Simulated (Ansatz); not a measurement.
Y:

```
Y
1.0
     3.64254    0.00000    0.00000
    -1.82127    3.15454    0.00000
     0.00000    0.00000   11.84413
Y
4
Direct
  0.66667 0.33333 0.75000
  0.00000 0.00000 0.50000
  0.33333 0.66667 0.25000
  0.00000 0.00000 0.00000
```

```yaml
Program: Ansatz 0.2.0
Task: relaxation of cell and atoms
Functional: r2SCAN
Potentials_or_basis: Ansatz PAW
Cutoff: "500 eV (not typed: the program's choice for these potentials)"
k_mesh: 8 × 8 × 3
Occupations: fermi-dirac, width 0.05 eV
Spin: no spin polarisation
```

At the start: volume 34.02 Å³/atom.

Question: Where does the relaxation end?

Answer: It ends after 4 steps and the volume is 33.23 Å³/atom (-2.3 %); space group P6_3/mmc (No. 194, to 0.05 Å).

The path:
| step | energy change (eV) | largest force (eV/Å) | volume (Å³) |
| --- | --- | --- | --- |
| 1 | 0.0000 | 0.0000 | 136.10 |
| 2 | -0.0126 | 0.0000 | 132.76 |
| 3 | -0.0126 | 0.0000 | 132.91 |
| 4 | -0.0123 | 0.0000 | 132.91 |

Final structure:
```
CELL_PARAMETERS angstrom
3.62952 0.00000 0.00000
-1.81476 3.14326 0.00000
0.00000 0.00000 11.64986
ATOMIC_POSITIONS crystal
Y 0.66667 0.33333 0.75000
Y 0.00000 0.00000 0.50000
Y 0.33333 0.66667 0.25000
Y 0.00000 0.00000 0.00000
```

Caveat: the plane-wave basis is chosen anew once the cell has moved, so the energies of steps on either side of that aren't comparable; the PAW data sets come from PBE, with cores solved anew for the run's functional, which leaves a small shift of forces and pressure.
